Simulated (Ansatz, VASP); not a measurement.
**AlN in two plane-wave programs**

Aim: how closely do two programs agree when they are given the same cell, functional and k mesh? The cell is taken from a series of runs on this material, whose earlier steps may have relaxed, scaled, displaced or heated it; both programs get it as it stands.

Method: plane waves, with VASP 6.6.1 beside it; relaxation of cell and atoms at PBE with D4 and relaxation of cell and atoms at r2SCAN with rVV10, in Ansatz 0.2.0.

## Step 1: The structure

The structure is hexagonal, space group P6_3mc (No. 186). Conventional cell: a = 3.081 Å, b = 3.081 Å, c = 5.031 Å, α = 90.00°, β = 90.00°, γ = 120.00°. Nearest to Al lie 4 N at 1.88 to 1.92 Å. Nearest to N lie 4 Al at 1.88 to 1.92 Å. Farther neighbours and most contacts between anions are not listed.

## Step 2: Ansatz: relaxation of cell and atoms, PBE with D4

Ansatz runs on its default PAW (the set named soft_2) files.

The relaxed volume is the usual yardstick between codes: in a stiff, nearly cubic crystal its relative difference is about their pressure difference at one cell divided by the bulk modulus.

input.yaml

```yaml
crystal:
  lattice:
    - [3.081, 0.0, 0.0]
    - [-1.5405, 2.6682242691, 0.0]
    - [0.0, 0.0, 5.031]
  atoms:
    - { symbol: Al, position: [0.3333333333, 0.6666666667, 0.0] }
    - { symbol: Al, position: [0.6666666667, 0.3333333333, 0.5] }
    - { symbol: "N", position: [0.3333333333, 0.6666666667, 0.382] }
    - { symbol: "N", position: [0.6666666667, 0.3333333333, 0.882] }
kpoints:
  mp_grid: { grid: [10, 10, 5] }
scf:
  occupations: { method: fermi_dirac, width: 0.05 }
hamiltonian:
  xc: pbe
  pseudopotentials: { kind: paw }
  dispersion: d4
relax:
  f_tol: 0.01
  max_steps: 60
  cell: { stress_tol: 0.02 }
output:
  forces: true
  stress: true
```

On the command line:

```sh
ansatz run input.yaml --threads 4 --pin off --max-ram 8192MiB --backend cpu --events-out ev --progress --plain --runs-dir out
```

Numbers of over 12 decimals in the logs are rounded to 6 here.

Output:

```text
Engine: ansatz 0.2.0, aarch64-unknown-linux-gnu
Pseudopotentials: kind: paw
Pseudopotential: Al, paw, valence charge 3, recommended cutoff 420 eV (normal), Al.paw.azcp
Pseudopotential: N, paw, valence charge 5, recommended cutoff 420 eV (normal), N.paw.azcp
Functional definition: PBE
  parameter kappa = 0.804
  parameter beta = 0.066725
  exchange = pbe_x(kappa = kappa, mu = beta*pi^2/3)
  correlation = pbe_c(beta = beta)
Crystal: 4 atoms, lattice volume = 41.359 Å³
Basis set: ecut = 420 eV, 785 PW (Γ), exchange–correlation on 48×48×72 points (8 copies of the dense FFT grid, shifted against one another)
Bands: 12, of which v1, the nominal top of the filled ones, is band 8 counted from 1 (7 counted from 0)
Symmetry: 12 space group operations
Space group: P63mc (ITA 186), of the structure as read, at distance tolerance 3.5e-5 Å
k-points: 42 of 500 (time reversal used)
Non-local potential: Al, projectors of the file, l = 0: 2, l = 1: 2, l = 2: 1
Non-local potential: N, projectors of the file, l = 0: 2, l = 1: 2, l = 2: 1
PAW form: soft (Blöchl's): semilocal exchange-correlation on the pseudo side does not see the compensation charge
PAW one-centre angular grid: Al, 110 points (default); XC on 64 Gauss nodes
PAW one-centre angular grid: N, 110 points (default); XC on 64 Gauss nodes
Initial density: superposition of atomic densities (neutral atoms: chi_scale 0, normalization atom), corrected by the library's trained network
Initial wavefunctions: pseudopotential atomic-orbital guess
Functional: x = pbe(κ = 0.804, μ = 0.219515), c = pbe(β = 0.066725)
SCF iter   1: F=—  HF=-1849.710373 eV  |F-HF|=—  |Δ(HF+E_count)|=         —  Δρ=8.70e-4  dr2=1.87e-4  ethr=1.77e-3  ⟨swp⟩=5.4  Hψ=3281  notcnv=0
preconditioner: auto → none  [insulator: Δε(μ)=4.315 eV  Ē_g=13.212 eV  σ=0.050 eV  W_gap=1.00  n_scr=2 (ndim 8)  ℏωp=23.1 eV  f_vac=0.000  D(μ)=0.00/eV (n_scr^D=0)  ε∞_Penn≈4.1]
SCF iter   2: F=—  HF=-1849.710699 eV  |F-HF|=—  |Δ(HF+E_count)|=   3.26e-4  Δρ=4.07e-4  dr2=2.65e-5  ethr=1.17e-6  ⟨swp⟩=2.4  Hψ=1118  notcnv=0
SCF iter   3: F=—  HF=-1849.710571 eV  |F-HF|=—  |Δ(HF+E_count)|=   1.28e-4  Δρ=7.25e-5  dr2=7.96e-7  ethr=1.65e-7  ⟨swp⟩=2.5  Hψ=841  notcnv=0
iter 4 did not close the SCF: its close was put off for the readings that it lacked (scf_convergence_deferred on its scf_iter line)
SCF iter   4: F=-1849.710574 eV  HF=-1849.710574 eV  |F-HF|=2.55e-8  |Δ(HF+E_count)|=   2.63e-6  Δρ=1.07e-5  dr2=2.01e-8  ethr=4.97e-9  ⟨swp⟩=2.2  Hψ=844  notcnv=0
iter 5 did not close the SCF: its close was put off for the readings that it lacked (scf_convergence_deferred on its scf_iter line)
SCF iter   5: F=-1849.710574 eV  HF=-1849.710574 eV  |F-HF|=6.89e-11  |Δ(HF+E_count)|=   2.85e-8  Δρ=1.02e-6  dr2=2.40e-10  ethr=1.26e-10  ⟨swp⟩=2.3  Hψ=800  notcnv=0
SCF iter   6: F=-1849.710574 eV  HF=-1849.710574 eV  |F-HF|=8.64e-12  |Δ(HF+E_count)|=  9.09e-12  Δρ=1.66e-7  dr2=5.03e-12  ethr=1.50e-12  ⟨swp⟩=1.0  Hψ=1451  notcnv=0
SCF 1 converged in 6 iterations: F = -1849.710574 eV  dr2 = 5.03e-12
  greatest PAW one-centre occupation: 0.789 electrons in one spin orbital (limit 2), on the N atom at site 3 (counted from 0), in its partial waves of l = 0
relax step   1: F+E_penalty+E_count = -1849.71057381 eV  Δ(F+E_penalty+E_count) = +0.000e0 eV  max|allowed force component| = 2.298e-1 eV/Å  Δτ_max = 0.0000 Å  P = +1.460 GPa  Ω = 41.359 Å³  (6 SCF iters, dr2 threshold 1.00e-7 eV, accepted)
[...]
relax step   4: F+E_penalty+E_count = -1849.72464059 eV  Δ(F+E_penalty+E_count) = -4.876e-4 eV  max|allowed force component| = 1.579e-3 eV/Å  Δτ_max = 0.0037 Å  P = +0.000 GPa  Ω = 41.588 Å³  energy of the carried Pulay correction = -7.158e-4 eV  (6 SCF iters, dr2 threshold 3.94e-7 eV, accepted)
[...]
relax step   5: F+E_penalty+E_count = -1849.72559884 eV  Δ(F+E_penalty+E_count) = -9.583e-4 eV  max|allowed force component| = 1.678e-3 eV/Å  Δτ_max = 0.0000 Å  P = +0.040 GPa  Ω = 41.588 Å³  stress off target by 7.90e-2 GPa  SCF on the basis re-selected at this cell (its energy is not comparable with the rows above)  (6 SCF iters)
[...]
relax step   6: F+E_penalty+E_count = -1849.72557975 eV  Δ(F+E_penalty+E_count) = +1.909e-5 eV  max|allowed force component| = 1.636e-5 eV/Å  Δτ_max = 0.0001 Å  P = +0.000 GPa  Ω = 41.595 Å³  energy of the carried Pulay correction = -2.315e-5 eV  (6 SCF iters, dr2 threshold 1.56e-8 eV, accepted)
[...]
relax step   7: F+E_penalty+E_count = -1849.72560740 eV  Δ(F+E_penalty+E_count) = -2.765e-5 eV  max|allowed force component| = 1.156e-5 eV/Å  Δτ_max = 0.0000 Å  P = +0.001 GPa  Ω = 41.595 Å³  stress off target by 2.68e-3 GPa  SCF on the basis re-selected at this cell (its energy is not comparable with the rows above)  (6 SCF iters)
basis re-selected at this cell: Δ(F+E_penalty+E_count) = -2.765e-5 eV, ΔP = +0.000 GPa vs the last step (what re-selecting the basis moved, of the pressure what is left beyond the Pulay correction that the steps carried, after the strain that the cell walked since its last selection, with what the two solves' SCF thresholds leave and, on support functions, any second-order correction that the steps lacked; it is no m [...]
SCF converged after 6 iterations
Free energy (F): -1849.725607 eV
Harris-Foulkes:  -1849.725607 eV  (|F-HF|=6.82e-13)
Internal energy: -1849.725607 eV  (E = F + TS)
E sigma→0 (E₀):  -1849.725607 eV
Fermi energy:    9.345174 eV
--- Per-component energies (eV) ---
  E_band       = 31.061923
  E_kinetic    = 319.391080
  E_local      = -447.337124  (includes V_loc(G=0)·N_el)
  E_nonlocal   = 110.932074
  E_hartree    = 155.416655
  E_xc         = -203.853822
  E_vxc        = -216.160868  (∫ρ·V_xc dr)
  E_paw        = -1190.388664  (= ΣΔE_a)
  E_vpaw       = -46.596742  (= ΣTr[D̂ρ^β])
  E_aug_tail   = 0.000194  (compensation charges beyond the density's cutoff)
  E_ewald      = -592.654023
  E_disp       = -1.231978  (pairwise vdW)
  E_smearing   = -0.000000  (= −TS)
  E_closure    = -0.000000  (closes the sum)
  Σ components = -1849.725607   (vs F -1849.725607, Δ=0.00e0)
--- Forces (eV/Å), atoms counted from 1 ---
  atom   1  Al     0.00000000     0.00000000     0.00000072
  atom   2  Al    -0.00000000    -0.00000000     0.00000072
  atom   3  N     -0.00000000    -0.00000000    -0.00002240
  atom   4  N      0.00000000     0.00000000    -0.00002240
  max |Σ_I F_I| component: 4.34e-5 eV/Å
--- Stress (GPa, compression-positive) ---
        0.002559      -0.000000      -0.000000
        0.000000       0.002559       0.000000
       -0.000000       0.000000      -0.002678
  P = ⅓ Tr σ = 0.0008 GPa (0.008 kbar)
--- Relaxed structure (5 steps of the walk, 5 accepted, 2 SCFs on fresh bases) ---
  F+E_penalty+E_count = -1849.72560740 eV   max|allowed force component| = 1.156e-5 eV/Å   (the final SCF, on the basis selected at the relaxed cell)
  cell:  # Å, volume = 41.5952 Å³
    - [3.107168, 0, 0.0]
    - [-1.553584, 2.690886, 0]
    - [0, 0.0, 4.974887]
  atoms:
    - { symbol: Al, position: [0.333333, 0.666667, 4.990189730019244e-5] }
    - { symbol: Al, position: [0.666667, 0.333333, 0.500050] }
    - { symbol: N, position: [0.333333, 0.666667, 0.381950] }
    - { symbol: N, position: [0.666667, 0.333333, 0.881950] }
```

In the SCF lines HF is the Harris–Foulkes energy and dr2 the Hartree energy of the density residual, in eV; the loop may stop once dr2 is under the threshold and the program's other checks hold. Hψ counts applications of the Hamiltonian.

## Step 3: VASP: relaxation of cell and atoms, PBE with D4

The same cell, functional, mesh and smearing now go to VASP, with its own data sets.

Lines of VASP's logs that name or quote its potential files are left out, and so is its time.

INCAR

```
SYSTEM = AlN
PREC = Accurate
ENCUT = 600
EDIFF = 1E-07
NELM = 120
ISMEAR = -1
SIGMA = 0.05
LREAL = .FALSE.
ALGO = Normal
GGA = PE
IVDW = 13
NBANDS = 14
LORBIT = 11
LWAVE = .FALSE.
LCHARG = .FALSE.
ISIF = 3
IBRION = 2
NSW = 80
EDIFFG = -0.005
LASPH = .TRUE.
GGA_COMPAT = .FALSE.
NELMIN = 4
EFERMI = MIDGAP
```

POSCAR

```
AlN
1.0
    3.0810000000      0.0000000000      0.0000000000
   -1.5405000000      2.6682240000      0.0000000000
    0.0000000000      0.0000000000      5.0310000000
Al N
2 2
Direct
    0.3333333333      0.6666666667      0.0000000000
    0.6666666667      0.3333333333      0.5000000000
    0.3333333333      0.6666666667      0.3820000000
    0.6666666667      0.3333333333      0.8820000000
```

KPOINTS

```
Automatic mesh
0
Gamma
10 10 5
0 0 0
```

The projector-augmented-wave data sets are Al and N (PBE family, release 64).

On the command line:

```sh
mpirun -np 1 vasp_std
```

Output:

```text
[banner, memory and clock lines left out]
running    1 mpi-ranks, on    1 nodes
 distrk:  each k-point on    1 cores,    1 groups
 distr:  one band on    1 cores,    1 groups

 POSCAR found type information on POSCAR AlN
 POSCAR found :  2 types and       4 ions
 LDA part: xc-table for (Slater+PW92), standard interpolation
 POSCAR, INCAR and KPOINTS ok, starting setup
 FFT: planning ... GRIDC
 FFT: planning ... GRID_SOFT
 FFT: planning ... GRID
 WAVECAR not read
 entering main loop
       N       E                     dE             d eps       ncg     rms          rms(c)
DAV:   1     0.534422082139E+02    0.53442E+02   -0.81217E+03  1176   0.115E+03
DAV:   2    -0.301277871550E+02   -0.83570E+02   -0.76043E+02  1670   0.228E+02
DAV:   3    -0.345133446513E+02   -0.43856E+01   -0.43655E+01  1608   0.536E+01
DAV:   4    -0.345447784429E+02   -0.31434E-01   -0.31430E-01  1344   0.518E+00
DAV:   5    -0.345451679326E+02   -0.38949E-03   -0.38947E-03  1590   0.575E-01    0.123E+01
DAV:   6    -0.297323873743E+02    0.48128E+01   -0.13135E+01  1482   0.285E+01    0.422E+00
DAV:   7    -0.297606729151E+02   -0.28286E-01   -0.79426E-01  1368   0.662E+00    0.293E+00
DAV:   8    -0.297532759124E+02    0.73970E-02   -0.71668E-02  1422   0.274E+00    0.507E-01
DAV:   9    -0.297479665720E+02    0.53093E-02   -0.17359E-02  1590   0.983E-01    0.242E-01
DAV:  10    -0.297486307906E+02   -0.66422E-03   -0.29738E-03  1398   0.378E-01    0.145E-01
DAV:  11    -0.297484962949E+02    0.13450E-03   -0.37225E-04  1506   0.154E-01    0.319E-02
DAV:  12    -0.297485000481E+02   -0.37533E-05   -0.15543E-05  1470   0.348E-02    0.881E-03
DAV:  13    -0.297484997823E+02    0.26587E-06   -0.86947E-06  1542   0.243E-02    0.542E-03
DAV:  14    -0.297484997620E+02    0.20303E-07   -0.51307E-07  1440   0.627E-03
   1 F= -.30987329E+02 E0= -.30987329E+02  d E =-.309873E+02
[...]
2 F= -.30990257E+02 E0= -.30990257E+02  d E =-.292831E-02
[...]
3 F= -.31000535E+02 E0= -.31000535E+02  d E =-.132063E-01
[...]
4 F= -.31001529E+02 E0= -.31001529E+02  d E =-.993863E-03
[...]
5 F= -.31001750E+02 E0= -.31001750E+02  d E =-.121548E-02
[...]
6 F= -.31001766E+02 E0= -.31001766E+02  d E =-.152264E-04
 trial-energy change:   -0.000015  1 .order   -0.000022   -0.000270    0.000226
 step:   0.5473(harm=  0.5679)  dis= 0.00061  next Energy=   -31.001820 (dE=-0.698E-04)
 bond charge predicted
       N       E                     dE             d eps       ncg     rms          rms(c)
DAV:   1    -0.297678805129E+02    0.14488E-02   -0.40408E-03  1176   0.534E-01    0.545E-02
DAV:   2    -0.297678135148E+02    0.66998E-04   -0.17043E-04  1374   0.110E-01    0.170E-02
DAV:   3    -0.297678119432E+02    0.15716E-05   -0.17400E-05  1380   0.324E-02    0.551E-03
DAV:   4    -0.297678115462E+02    0.39700E-06   -0.12836E-06  1518   0.981E-03    0.276E-03
DAV:   5    -0.297678116194E+02   -0.73126E-07   -0.30100E-07  1374   0.416E-03
   7 F= -.31001820E+02 E0= -.31001820E+02  d E =-.697413E-04
 curvature:  -0.34 expect dE=-0.275E-06 dE for cont linesearch -0.123E-06
 trial: gam=-0.04097 g(F)=  0.370E-07 g(S)=  0.780E-06 ort = 0.106E-04 (trialstep = 0.945E+00)
 search vector abs. value=  0.466E-06
 reached required accuracy - stopping structural energy minimisation
```

OUTCAR, selected parts (step 3):

```text
ion  position               nearest neighbor table
   1  0.333  0.667  0.000-   4 1.88   4 1.88   4 1.88   3 1.92   2 3.08   2 3.08   2 3.08   2 3.08
                             2 3.08   2 3.08
   2  0.667  0.333  0.500-   3 1.88   3 1.88   3 1.88   4 1.92   1 3.08   1 3.08   1 3.08   1 3.08
                             1 3.08   1 3.08
   3  0.333  0.667  0.382-   2 1.88   2 1.88   2 1.88   1 1.92
   4  0.667  0.333  0.882-   1 1.88   1 1.88   1 1.88   2 1.92

  LATTYP: Found a hexagonal cell.
 ALAT       =     3.0810000000
 C/A-ratio  =     1.6329113924

 Subroutine GETGRP returns: Found 12 space group operations
 (whereof  6 operations were pure point group operations)

The static configuration has the point symmetry C_3v.
 The point group associated with its full space group is C_6v.

 Found     42 irreducible k-points:

   k-points           NKPTS =     42   k-points in BZ     NKDIM =     42   number of bands    NBANDS=     14

   dimension x,y,z NGX =    28 NGY =   28 NGZ =   40
   dimension x,y,z NGXF=    56 NGYF=   56 NGZF=   80

   ENCUT  =  600.0 eV  44.10 Ry    6.64 a.u.   6.15  6.15 10.05*2*pi/ulx,y,z

   NELECT =      16.0000    total number of electrons

 k-points in reciprocal lattice and weights: Automatic mesh
   0.00000000  0.00000000  0.00000000       0.002
   0.10000000  0.00000000  0.00000000       0.012
   0.20000000  0.00000000  0.00000000       0.012
   0.30000000 -0.00000000  0.00000000       0.012
   0.40000000  0.00000000  0.00000000       0.012
   0.50000000  0.00000000  0.00000000       0.006
   0.10000000  0.10000000  0.00000000       0.012
   0.20000000  0.10000000  0.00000000       0.024
   0.30000000  0.10000000  0.00000000       0.024
[...]
0.40000000  0.20000000  0.40000000       0.024
   0.30000000  0.30000000  0.40000000       0.024

 average (electrostatic) potential at core
       1 -71.5809       2 -71.5809       3 -59.8587       4 -59.8587

 E-fermi :   8.3459

 k-point     1 :       0.0000    0.0000    0.0000
  band No.  band energies     occupation
    ...
      4       5.3431      2.00000
      5       5.3431      2.00000
      6       5.9950      2.00000
      7       5.9950      2.00000
      8       6.2168      2.00000
      9      10.4749      0.00000
     10      12.9266      0.00000
     11      16.8791      0.00000
     12      17.4074      0.00000
     13      17.4074      0.00000
    ...

 k-point     2 :       0.1000    0.0000    0.0000
  band No.  band energies     occupation
    ...
      4       4.7619      2.00000
      5       5.1791      2.00000
      6       5.4293      2.00000
      7       5.9744      2.00000
      8       6.1601      2.00000
      9      11.0476      0.00000
     10      13.4354      0.00000
     11      16.3418      0.00000
     12      16.6003      0.00000
     13      17.7766      0.00000
    ...

 k-point     3 :       0.2000    0.0000    0.0000
  band No.  band energies     occupation
    ...
      4       3.4505      2.00000
      5       4.3206      2.00000
      6       4.8230      2.00000
      7       5.8715      2.00000
      8       5.9550      2.00000
      9      12.0767      0.00000
     10      14.0789      0.00000
     11      14.9337      0.00000
     12      16.0062      0.00000
     13      18.2455      0.00000
    ...

  DFT-D4 for vdW energy calculation

  Edisp (eV):   -1.23401

  Total       0.00554     0.00554     0.00182     0.00000     0.00000     0.00000
  in kB       0.21369     0.21369     0.07038     0.00000     0.00000     0.00000
  external pressure =        0.17 kB  Pullay stress =        0.00 kB

  energy-cutoff  :      600.00
  volume of cell :       41.51
      direct lattice vectors                 reciprocal lattice vectors
     3.105058905  0.000000000 -0.000000000     0.322055082  0.185938607 -0.000000000
    -1.552529453  2.689059617  0.000000000     0.000000000  0.371877215  0.000000000
     0.000000000  0.000000000  4.971824041     0.000000000 -0.000000000  0.201133425

 POSITION                                       TOTAL-FORCE (eV/Angst)
 -----------------------------------------------------------------------------------
     -0.00000      1.79271      0.00024         0.000000      0.000000      0.000438
      1.55253      0.89635      2.48615         0.000000     -0.000000      0.000438
     -0.00000      1.79271      1.89900         0.000000      0.000000     -0.000438
      1.55253      0.89635      4.38491        -0.000000     -0.000000     -0.000438
 -----------------------------------------------------------------------------------
    total drift:                               -0.000000      0.000000     -0.000104

  FREE ENERGIE OF THE ION-ELECTRON SYSTEM (eV)
  ---------------------------------------------------
  free  energy   TOTEN  =       -31.0018202188 eV

  energy  without entropy=      -31.0018202188  energy(sigma->0) =      -31.00182022

 reached required accuracy - stopping structural energy minimisation

 total charge
# of ion       s       p       d       tot
------------------------------------------
    1        0.370   0.444   0.000   0.813
    2        0.370   0.444   0.000   0.813
    3        1.221   2.638   0.000   3.858
    4        1.221   2.638   0.000   3.858
--------------------------------------------------
tot          3.180   6.163   0.000   9.343

[... 3 further parts left out ...]
```

CONTCAR:

```
AlN
   1.00000000000000
     3.1050589051077884    0.0000000000000000   -0.0000000000000000
    -1.5525294525538942    2.6890596166960909    0.0000000000000000
     0.0000000000000000    0.0000000000000000    4.9718240409859549
  Al              N
     2     2
Direct
     0.3333333332999970    0.6666666667000030    0.0000472689540050
     0.6666666667000030    0.3333333332999970    0.5000472689540051
     0.3333333332999970    0.6666666667000030    0.3819527310459929
     0.6666666667000030    0.3333333332999970    0.8819527310459928
```

## Step 4: Comparison

Known differences besides the potentials themselves: the cutoff is 420 eV in Ansatz and 600 eV in VASP; Ansatz adds a Pulay correction to the stress that steers its cell, VASP none. Total energies have different zeros and are not compared.

The two programs side by side:

| quantity | Ansatz | VASP | difference |
| --- | --- | --- | --- |
| volume (Å³) | 41.60 | 41.51 | +0.20 % |
| edge a after relaxation, in the typed setting (Å) | 3.107 | 3.105 | +0.07 % |
| edge c after relaxation, in the typed setting (Å) | 4.975 | 4.972 | +0.06 % |

(Continued in part 2 of 2.)

[Lines on the potential files, build, host, timing and source positions are cut from VASP's logs without a mark.]

[Logs are printed without paths, hosts, clocks, repeated set-up lines and the standing remarks that a program may print on its own settings, such as how far it seeks lower states.]

[Hosts, paths, dates, database ids (printed as entryN), source tags and the programs' standing remarks are cut or masked in the printed files.]
